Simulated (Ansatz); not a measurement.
Crystal: InAs.

```xyz
2
Lattice="0.0000 3.0180 3.0180 3.0180 0.0000 3.0180 3.0180 3.0180 0.0000" Properties=species:S:1:pos:R:3 pbc="T T T"
In    0.0000    0.0000    0.0000
As    4.5270    4.5270    4.5270
```

| Item | Value |
| --- | --- |
| Program | Ansatz 0.2.0 |
| Task | relaxation of cell and atoms |
| Functional | HF |
| Potentials or basis | Ansatz PAW |
| Cutoff | 420 eV (not typed: the program's choice for these potentials) |
| k mesh | 4 × 4 × 4 |
| Occupations | fermi-dirac, width 0.05 eV |
| Spin | no spin polarisation |

At the start: volume 27.49 Å³/atom.

**Question.** Where does the relaxation end?

**Answer.** It ends after 5 steps and the volume is 29.49 Å³/atom (+7.3 %); space group F-43m (No. 216, to 0.05 Å).

The path:
| step | energy change (eV) | largest force (eV/Å) | volume (Å³) |
| --- | --- | --- | --- |
| 1 | 0.0000 | 0.0000 | 54.98 |
| 2 | -0.0346 | 0.0000 | 61.82 |
| 3 | -0.0604 | 0.0000 | 59.31 |
| 4 | -0.0608 | 0.0000 | 58.97 |
| 5 | -0.0625 | 0.0000 | 58.97 |

Final structure:
```yaml
crystal:
  lattice:
    - [0.00000, 3.08936, 3.08936]
    - [3.08936, 0.00000, 3.08936]
    - [3.08936, 3.08936, 0.00000]
  atoms:
    - { symbol: In, position: [0.00000, 0.00000, 0.00000] }
    - { symbol: As, position: [0.75000, 0.75000, 0.75000] }
```

Caveat: the k mesh is coarse (spacing up to 0.45 Å⁻¹), so the values aren't converged, least of all with exact exchange; the plane-wave basis is chosen anew once the cell has moved, so the energies of steps on either side of that aren't comparable; the PAW data sets come from PBE, with cores solved anew for the run's functional, which leaves a small shift of forces and pressure.
